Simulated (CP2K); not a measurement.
Crystal: BaTiO3.

```xyz
10
Lattice="3.8032 0.0000 0.0000 0.0461 4.1303 0.0000 0.2321 0.1222 7.9702" Properties=species:S:1:pos:R:3 pbc="T T T"
Ba    0.3274    3.8156    3.9462
Ba    0.0791    3.8103    0.1946
Ti    1.8104    2.1752    1.6370
Ti    2.1090    2.0371    6.0753
O     1.8886    0.1943    1.9160
O     1.8997    0.3862    5.5279
O     2.1755    2.2877    3.5850
O     2.0449    2.3084    0.2431
O     3.8163    1.9210    2.0753
O     0.2205    2.2044    6.6806
```

The cell isn't the ideal one: all atoms moved at random.

Base run:

| Item | Value |
| --- | --- |
| Program | CP2K 2026.2 |
| Functional | PBEsol |
| Potentials or basis | POTENTIAL_UZH Ba GTH-PBE-q10, Ti GTH-PBE-q12, O GTH-PBE-q6; DZVP-MOLOPT-PBE-GTH basis |
| Density cutoff | 11565 eV |
| k mesh | 6 × 5 × 3 |
| Occupations | fermi-dirac, width 0.05 eV |
| Spin | no spin polarisation |

Its results: band gap on the k mesh 0.65 eV, indirect (least direct gap 0.77 eV); pressure 36.2 GPa; largest force 28.203 eV/Å.

Question: After a change of settings the same cell gave: band gap on the k mesh 0.62 eV, indirect (least direct gap 0.73 eV); pressure 51.3 GPa; largest force 28.844 eV/Å. Which change was it?
A. functional from PBEsol to rev-vdW-DF2
B. functional from PBEsol to optB88-vdW
C. functional from PBEsol to vdW-DF2
D. functional from PBEsol to r2SCAN

Answer: C.

Caveats: the potentials were made for another functional, which shifts forces and pressure; spin-orbit coupling is left out, which moves the levels of the heavy elements; an odd mesh through Γ misses points on the zone boundary, where band edges often lie; the basis of atomic orbitals isn't converged, which shifts pressures, moduli and gaps.

Runs at the PBE level aren't shown here.
